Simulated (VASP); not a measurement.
**VASP inputs for GaAs**

INCAR, step 1 (ground state)

```
SIGMA = 0.01
NELM = 120
LASPH = .TRUE.
ISMEAR = 0
LCHARG = .FALSE.
ENCUT = 400
LREAL = .FALSE.
PREC = Accurate
EDIFF = 1E-7
LWAVE = .TRUE.
GGA = PE
```

INCAR, step 2 (empty bands)

```
SIGMA = 0.01
LREAL = .FALSE.
LASPH = .TRUE.
LCHARG = .FALSE.
ENCUT = 400
ISMEAR = 0
LOPTICS = .TRUE.
EDIFF = 1E-7
LWAVE = .TRUE.
PREC = Accurate
GGA = PE
ISTART = 1
NELM = 1
NBANDS = 143
ALGO = Exact
```

INCAR, step 3 (GW)

```
NELMGW = 1
LREAL = .FALSE.
LCHARG = .FALSE.
NBANDS = 143
ALGO = EVGW0
EDIFF = 1E-7
PREC = Accurate
NELM = 120
NOMEGA = 64
PRECFOCK = Fast
SIGMA = 0.01
LWAVE = .FALSE.
ENCUT = 400
LASPH = .TRUE.
ENCUTGWSOFT = 120
ISMEAR = 0
NBANDSGW = 17
ISTART = 1
GGA = PE
ENCUTGW = 120
```

KPOINTS

```
KPOINTS created by Atomic Simulation Environment
0
Gamma
6 6 6
0 0 0
```

POSCAR

```
Ga As
 1.0000000000000000
     0.0000000000000000    2.8250000000000002    2.8250000000000002
     2.8250000000000002    0.0000000000000000    2.8250000000000002
     2.8250000000000002    2.8250000000000002    0.0000000000000000
 Ga  As
   1   1
Cartesian
  0.0000000000000000  0.0000000000000000  0.0000000000000000
  1.4125000000000001  1.4125000000000001  1.4125000000000001
```

VASP ran with the GW set of PAW datasets (18 valence electrons in the cell).

Q: What does this run give?

A: PBE gap on the mesh 0.52 eV; G₀W₀ gap on the mesh 1.41 eV.
